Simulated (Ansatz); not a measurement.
PtSe₂ as a 1T monolayer, relaxed with r2SCAN: 6 runs in Ansatz 0.2.0, each a calculation of independent-particle optics. In-plane lattice: a = 3.703 Å, b = 3.703 Å, γ = 120.0°; thickness between the outer nuclei 2.64 Å. Pt has 6 Se at 2.51 Å; Se has 3 Pt at 2.51 Å. Spin-unpolarised throughout. Whether this structure exists isn't addressed.

```yaml
crystal:
  lattice:
    - [3.70279, 0.00000, 0.00000]
    - [-1.85139, 3.20671, 0.00000]
    - [0.00000, 0.00000, 30.06206]
  atoms:
    - { symbol: Pt, position: [0.00000, 0.00000, 0.29938] }
    - { symbol: Se, position: [0.33333, 0.66667, 0.34324] }
    - { symbol: Se, position: [0.66667, 0.33333, 0.25553] }
```
Two periodic directions, a and b.

On meshes this coarse, single peaks can be features of the mesh. No local fields, no excitons; the zone sum runs over the cells of the mesh, and ε∞ includes the bands left out of the spectrum. Up to four peaks are listed, those above 15 % of the tallest and inside the complete range; the four can differ from row to row. Rows marked drawn have settings drawn at random (some not listed).

```csv
functional,k mesh,broadening (eV),scissors (eV),range (eV),settings,direct gap on the mesh before scissors (eV),ε∞ xx,ε∞ yy,ε∞ zz,complete up to (eV),tallest peaks of mean ε₂ (eV)
PBE,12×12×1,0.1,0.00,0–13,chosen,1.68,4.49,4.49,2.61,13.0,1.80 2.80 3.65 6.35
r2SCAN,12×12×1,0.1,0.00,0–13,chosen,1.89,4.01,4.01,2.46,13.0,2.05 3.00 3.95 6.85
LDA,12×12×1,0.1,0.00,0–13,chosen,1.61,4.72,4.72,2.65,13.0,1.75 2.75 3.60 6.20
PBE,12×12×1,0.1,0.65 (to HSE06),0–13,chosen,1.68,3.81,3.81,2.39,13.0,2.45 3.45 4.35 7.05
PBE,6×6×1,0.05,0.30,0.5–20,drawn,1.72,4.14,4.14,2.50,20.0,2.20 3.00 4.00 6.60
PBEsol,12×12×1,0.05,0.00,0.5–15,drawn,1.65,4.58,4.58,2.62,15.0,1.80 2.80 3.60 6.20
```

A sheet's ε refers to the whole height of the cell: ε − 1 falls as one over that height, zz lacks the depolarisation, and means are over the plane.

The fundamental gap is indirect (1.39 eV with PBE on 12×12×1); the table holds the direct one.

No spin-orbit coupling is included; it can move band edges with weight on the heavy atoms by tenths of an eV.
